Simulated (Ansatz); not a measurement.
# Si8O: the cost of one run

Computed with Ansatz 0.2.0 (DFT PBE+D3(BJ), scalar-relativistic, plane waves, PAW, unless a step's input says otherwise).

**1. The structure to begin with**

Symmetry: P1, No. 1, triclinic system. Conventional cell: a = 3.816 Å, b = 6.313 Å, c = 21.232 Å, α = 90.00°, β = 90.00°, γ = 90.00°. Si (site symmetry 1) has 3 Si at 2.34 to 2.36 Å as nearest neighbours. Around Si (site symmetry 1) lie 4 Si at 2.34 to 2.36 Å. Si (site symmetry 1) is surrounded by 4 Si at 2.29 to 2.36 Å. Si (site symmetry 1) has 3 Si at 2.23 to 2.29 Å and 1 O at 2.29 Å as nearest neighbours. Si (site symmetry 1) is surrounded by 3 Si at 2.23 to 2.29 Å. Only part of the 9 independent sites is listed.

As a file:

```
Si O
1.0
     3.81552    0.00000    0.00000
     0.00000    6.31294    0.00000
     0.00000    0.00000   21.23187
Si O
8 1
Direct
  0.00000 0.93690 0.18840
  0.00000 0.56310 0.18840
  0.50000 0.43690 0.24027
  0.50000 0.06310 0.24027
  0.50000 0.93327 0.34466
  0.50000 0.56673 0.34466
  0.00000 0.42663 0.38771
  0.00000 0.07337 0.38771
  0.16667 0.42663 0.49133
```

This is the geometry of the first run shown, built on a cell relaxed beforehand with the same method.

**2. Plan of the line**

Atoms count from 1 in the order of the input.

O is moved over the surface cell at a fixed height above a rigid substrate; the origin of the map has the adsorbate above Si7; the height is held at 2.20 Å.

First coordinate, position of O9 along the first surface vector, from above Si7: 6 values from 0.000 to 0.833, periodic. Second coordinate, position of O9 along the second surface vector, from above Si7: 6 values from 0.000 to 0.833, periodic.

Nothing else is relaxed. Points are written as (first, second).

The two vectors of the plane (Å): (3.816, 0.000, 0.000); (0.000, 6.313, 0.000).

**3. The run at (1/6, 0/6) of the map's two axes**

A dipole layer in the vacuum cancels the field that periodic copies would set up if the slab's two faces differ.

File input.yaml:

```yaml
crystal:
  lattice:
    - [3.8155170162, 0.0, 0.0]
    - [0.0, 6.3129357571, 0.0]
    - [0.0, 0.0, 21.2318711493]
  atoms:
    - { symbol: Si, position: [0.0, 0.9369021391, 0.188396019] }
    - { symbol: Si, position: [0.0, 0.5630978609, 0.188396019] }
    - { symbol: Si, position: [0.5, 0.4369021391, 0.240272977] }
    - { symbol: Si, position: [0.5, 0.0630978609, 0.240272977] }
    - { symbol: Si, position: [0.5, 0.9332664458, 0.3446595289] }
    - { symbol: Si, position: [0.5, 0.5667335542, 0.3446595289] }
    - { symbol: Si, position: [0.0, 0.4266292824, 0.3877129383] }
    - { symbol: Si, position: [0.0, 0.0733707176, 0.3877129383] }
    - { symbol: O, position: [0.1666666667, 0.4266292824, 0.4913307488], spin: 2.0 }
basis:
  ecutwfc: 420
kpoints:
  mp_grid: { grid: [7, 4, 1] }
hamiltonian:
  xc: pbe
  pseudopotentials: { kind: paw, azcp: { folder: soft_1 } }
  dispersion: d3bj
scf:
  occupations: { method: gaussian, width: 0.05 }
output:
  forces: true
  eigenvalues: true
  populations: true
magnetization:
  spin_polarized: true
efield:
  axis: 3
  dipole_correction: true
  ramp_width: 0.04
```

Command:

```sh
$ ansatz run input.yaml --threads 1 --pin off --max-ram 3072MiB --backend cpu --events-out ev --progress --plain --runs-dir out
```

**Question.** How long does this run take on 1 thread of Intel Xeon 6975P-C (Granite Rapids), shared host, and how much memory does it need?

About 48 s, with a peak of 0.8 GiB.
